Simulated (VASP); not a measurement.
# MgO (P6_3mc) in VASP: notebook

One crystal, MgO, is run at these levels: r2SCAN; tasks: single point.

All numbers are computed with VASP 6.6.1; they aren't measurements. Logs are shortened: lines on timing, memory, paths and dates and some standing lists are left out, and cuts for length are marked.

### Step 1. Starting point

Symmetry: P6_3mc, No. 186, hexagonal system. Conventional cell: a = 3.308 Å, b = 3.308 Å, c = 4.983 Å, α = 90.00°, β = 90.00°, γ = 120.00°. Around Mg (site symmetry 3m) lie 4 O at 1.97 to 1.99 Å. Around O (site symmetry 3m) lie 4 Mg at 1.97 to 1.99 Å.

Measurements of this composition are mostly on another form, of space group No. 225.

### Step 2. Single point, r2SCAN

INCAR

```
SYSTEM = MgO
  PREC = Accurate
  ENCUT = 800
  EDIFF = 0.01
  ISMEAR = 0
  SIGMA = 0.05
  LREAL = .False.
  LASPH = .True.
  NELM = 100
  ALGO = Normal
  ISIF = 2
  LWAVE = .False.
  LCHARG = .False.
  METAGGA = R2SCAN
  LMIXTAU = .True.
  NBANDS = 16
  ADDGRID = .False.
```

KPOINTS

```
Automatic mesh
0
Gamma
  4 4 2
  0 0 0
```

POSCAR

```
MgO
1.0
    3.3077869865      0.0000000000      0.0000000000
   -1.6538934933      2.8646275606      0.0000000000
    0.0000000000      0.0000000000      4.9828816700
Mg O
2 2
Direct
    0.6666666667      0.3333333333      0.5021597400
    0.3333333333      0.6666666667      0.0021597400
    0.6666666667      0.3333333333      0.9024402600
    0.3333333333      0.6666666667      0.4024402600
```

Potentials or basis: VASP PAW PBE potentials, release 64 (Mg, O_h).

Started as:

```bash
$ cat potpaw_PBE.64/Mg/POTCAR potpaw_PBE.64/O_h/POTCAR > POTCAR
$ mpirun -np 1 vasp_std > vasp.out
```

OUTCAR:

```text
SYSTEM = MgO
   PREC = Accurate
   ENCUT = 800
   EDIFF = 0.01
   ISMEAR = 0
   LREAL = .False.
   LASPH = .True.
   NELM = 100
   ISIF = 2
   METAGGA = R2SCAN

 Found      8 irreducible k-points:

 Following reciprocal coordinates:
            Coordinates               Weight
  0.000000  0.000000  0.000000      1.000000
  0.250000  0.000000  0.000000      6.000000
  0.500000  0.000000  0.000000      3.000000
  0.250000  0.250000  0.000000      6.000000
  0.000000  0.000000  0.500000      1.000000
  0.250000  0.000000  0.500000      6.000000
   k-points           NKPTS =      8   k-points in BZ     NKDIM =      8   number of bands    NBANDS=     16
   number of dos      NEDOS =    301   number of ions     NIONS =      4
   total plane-waves  NPLWV =  49152
   dimension x,y,z NGX =    32 NGY =   32 NGZ =   48
   dimension x,y,z NGXF=    64 NGYF=   64 NGZF=   96
   ions per type =               2   2
   NGX,Y,Z   is equivalent  to a cutoff of  16.08, 16.08, 16.01 a.u.
   NGXF,Y,Z  is equivalent  to a cutoff of  32.17, 32.17, 32.03 a.u.
 SYSTEM =  MgO
   PREC   = accura    normal or accurate (medium, high low for compatibility)
   ISTART =      0    job   : 0-new  1-cont  2-samecut
   ICHARG =      2    charge: 1-file 2-atom 10-const
   ISPIN  =      1    spin polarized calculation?
   LNONCOLLINEAR =      F non collinear calculations
   LSORBIT =      F    spin-orbit coupling
   LASPH  =      T    aspherical Exc in radial PAW
   ENCUT  =  800.0 eV  58.80 Ry    7.67 a.u.   7.63  7.63 11.49*2*pi/ulx,y,z
   NELM   =    100;   NELMIN=  2; NELMDL= -5     # of ELM steps
   EDIFF  = 0.1E-01   stopping-criterion for ELM
   LREAL  =      F    real-space projection
   EDIFFG = 0.1E+00   stopping-criterion for IOM
   NSW    =      0    number of steps for IOM
   IBRION =     -1    ionic relax: 0-MD 1-quasi-New 2-CG
   NFREE  =      0    steps in history (QN), initial steepest desc. (CG)
   ISIF   =      2    stress and relaxation
   ISYM   =      2    0-nonsym 1-usesym 2-fastsym
   POTIM  = 0.5000    time-step for ionic-motion
   TEBEG  =    0.0;   TEEND  =   0.0 temperature during run
   PSTRESS=    0.0 pullay stress
   NELECT =      16.0000    total number of electrons
   NUPDOWN=      -1.0000    fix difference up-down
   EMIN   =  10.00;   EMAX   =-10.00  energy-range for DOS
   EFERMI =   0.00;   METHOD = LEGACY
   ISMEAR =     0;   SIGMA  =   0.05  broadening in eV -4-tet -1-fermi 0-gaus
   EFERMI_NEDOS =   21; number of points for ismear=-14 and -15
   IALGO  =     38    algorithm
   IMIX   =      4    mixing-type and parameters
     AMIX     =   0.40;   BMIX     =  1.00
     AMIX_MAG =   1.60;   BMIX_MAG =  1.00
  volume/ion in A,a.u.               =      11.80        79.66
  Fermi-wavevector in a.u.,A,eV,Ry     =   1.141351  2.156842 17.724080  1.302683
  Thomas-Fermi vector in A             =   2.278052
   LORBIT       =      0    0 simple, 1 ext, 2 COOP (PROOUT), +10 PAW based schemes
   METAGGA = R2SCAN    functional components
   LHFCALC =     F    Hartree Fock is set to
   AEXX    =    0.0000 exact exchange contribution
   IVDW    =     0    specifies the selected vdW correction
   LEPSILON=     F    determine dielectric tensor
   LRPA    =     F    only Hartree local field effects (RPA)
 non-spin polarized calculation
 Gauss-broadening in eV      SIGMA  =   0.05
  energy-cutoff  :      800.00
  volume of cell :       47.22
 maximum number of plane-waves:      2446
 NGX is ok and might be reduce to    32
   NGX = 15   NGY = 15   NGZ = 23

 number of electron      15.9999999 magnetization

 Free energy of the ion-electron system (eV)
  ---------------------------------------------------
  ext. energy  EPLUGINS =         0.00000000
  ---------------------------------------------------
  free energy    TOTEN  =       -31.86818674 eV

  energy without entropy =      -31.86818674  energy(sigma->0) =      -31.86818674

 E-fermi :   1.3711     XC(G=0): -10.2017

 val. band max:        1.0737900714   @ k =   0.0000   0.0000   0.0000
 cond. band min:       5.1958819177   @ k =   0.0000   0.0000   0.0000
 fundamental gap:      4.1220918464
 Fermi energy:         1.3711429979

 k-point     1 :       0.0000    0.0000    0.0000
  band No.  band energies     occupation
      1     -16.1538      2.00000
      2     -15.3681      2.00000
      3      -2.2141      2.00000
      4       0.2671      2.00000
      5       0.2671      2.00000
      6       0.6113      2.00000
      7       0.6113      2.00000
      8       1.0738      2.00000
      9       5.1959      0.00000
     10      10.4527      0.00000
     11      12.2753      0.00000
     12      16.0977      0.00000
     13      16.0977      0.00000
     14      18.1062      0.00000
     15      18.6092      0.00000
     16      18.6092      0.00000

 k-point     2 :       0.2500    0.0000    0.0000
  band No.  band energies     occupation
      1     -15.8849      2.00000
      2     -15.2953      2.00000
      3      -1.6514      2.00000
      4      -0.9989      2.00000
      5      -0.4224      2.00000
      6      -0.0333      2.00000
      7       0.6027      2.00000
      8       0.8286      2.00000
      9       7.3017      0.00000
     10      11.1716      0.00000
     11      11.9728      0.00000
     12      13.1877      0.00000
     13      15.3994      0.00000
     14      16.7210      0.00000
     15      17.0191      0.00000
     16      17.4537      0.00000

 k-point     3 :       0.5000    0.0000    0.0000
  band No.  band energies     occupation
      1     -15.5324      2.00000
      2     -15.2904      2.00000
      3      -2.0333      2.00000
      4      -1.1238      2.00000
      5      -0.6988      2.00000
      6      -0.2669      2.00000
      7       0.2437      2.00000
      8       0.5435      2.00000
      9       9.5479      0.00000
     10       9.9174      0.00000
     11      11.1236      0.00000
     12      12.7921      0.00000
     13      14.9290      0.00000
     14      15.9367      0.00000
     15      16.3193      0.00000
     16      18.1297      0.00000

 k-point     4 :       0.2500    0.2500    0.0000
  band No.  band energies     occupation
      1     -15.5433      2.00000
      2     -15.2818      2.00000
      3      -1.6760      2.00000
      4      -1.0614      2.00000
      5      -0.7162      2.00000
      6      -0.4617      2.00000
      7       0.0544      2.00000
      8       0.3311      2.00000
      9       9.4704      0.00000
     10      10.3654      0.00000
     11      11.5754      0.00000
     12      13.0734      0.00000
     13      14.5252      0.00000
     14      15.3291      0.00000
     15      16.0186      0.00000
     16      18.2396      0.00000

 k-point     5 :       0.0000    0.0000    0.5000
  band No.  band energies     occupation
      1     -15.7747      2.00000
      2     -15.7747      2.00000
      3      -0.9301      2.00000
      4      -0.9301      2.00000
      5       0.4357      2.00000
      6       0.4357      2.00000
      7       0.4357      2.00000
      8       0.4357      2.00000
      9       7.7413      0.00000
     10       7.7413      0.00000
     11      15.2890      0.00000
     12      15.2890      0.00000
     13      16.6008      0.00000
     14      16.6008      0.00000
     15      16.6008      0.00000
     16      16.6008      0.00000

 k-point     6 :       0.2500    0.0000    0.5000
  band No.  band energies     occupation
      1     -15.5935      2.00000
      2     -15.5935      2.00000
      3      -1.4483      2.00000
      4      -1.4483      2.00000
      5       0.2568      2.00000
      6       0.2568      2.00000
      7       0.2701      2.00000
      8       0.2701      2.00000
      9       8.6860      0.00000
     10       8.6860      0.00000
     11      13.5737      0.00000
     12      13.5737      0.00000
     13      16.3106      0.00000
     14      16.3106      0.00000
     15      17.0648      0.00000
     16      17.0648      0.00000

 [... further k-points ...]

------------------------ aborting loop because EDIFF is reached ----------------------------------------

  FORCE on cell =-STRESS in cart. coord.  units (eV):
  Direction    XX          YY          ZZ          XY          YZ          ZX
  --------------------------------------------------------------------------------------
  -------------------------------------------------------------------------------------
  Total       -1.2231214     -1.2231214     -1.1456830      0.0000000      0.0000000      0.0000000
  in kB      -41.5043731    -41.5043731    -38.8766444      0.0000000      0.0000000      0.0000000
  external PRESSURE =     -40.6284635 kB  Pullay stress =       0.0000000 kB

 VOLUME and BASIS-vectors are now :
 -----------------------------------------------------------------------------
  energy-cutoff  :      800.00
  volume of cell :       47.22
      direct lattice vectors                 reciprocal lattice vectors
     3.307786987  0.000000000  0.000000000     0.302316928  0.174542760  0.000000000
    -1.653893493  2.864627561  0.000000000     0.000000000  0.349085519  0.000000000
     0.000000000  0.000000000  4.982881670     0.000000000  0.000000000  0.200687086

 POSITION                                       TOTAL-FORCE (eV/Angst)
 -----------------------------------------------------------------------------------
      1.65389      0.95488      2.50220         0.000000     -0.000000      0.032674
     -0.00000      1.90975      0.01076        -0.000000     -0.000000      0.032674
      1.65389      0.95488      4.49675         0.000000      0.000000     -0.032674
     -0.00000      1.90975      2.00531        -0.000000      0.000000     -0.032674
 -----------------------------------------------------------------------------------
    total drift:                               -0.000000      0.000000      0.009245

  FREE ENERGIE OF THE ION-ELECTRON SYSTEM (eV)
  ---------------------------------------------------
  free  energy   TOTEN  =       -31.8681867434 eV

  energy  without entropy=      -31.8681867434  energy(sigma->0) =      -31.86818674
```

Wall time 72 s (1 thread of AMD EPYC 7R43 (Zen 3), shared host); peak memory 0.18 GiB.

These settings aren't checked as converged: the numbers below hold their error.

Results:

| Quantity | Value |
| --- | --- |
| Free energy | -31.8682 eV |
| Largest force | 0.033 eV/Å |
| Band gap on the k mesh | 4.12 eV, direct |

Caveat: the k mesh is coarse (spacing up to 0.63 Å⁻¹), so the values aren't converged; the cutoff is under 1.25 times the usual one of these potentials, so pressure, stress and relaxed cells hold a basis-set (Pulay) error; the PAW data sets were made with another functional, which shifts forces and pressure a little.

(Continued in part 2 of 2.)
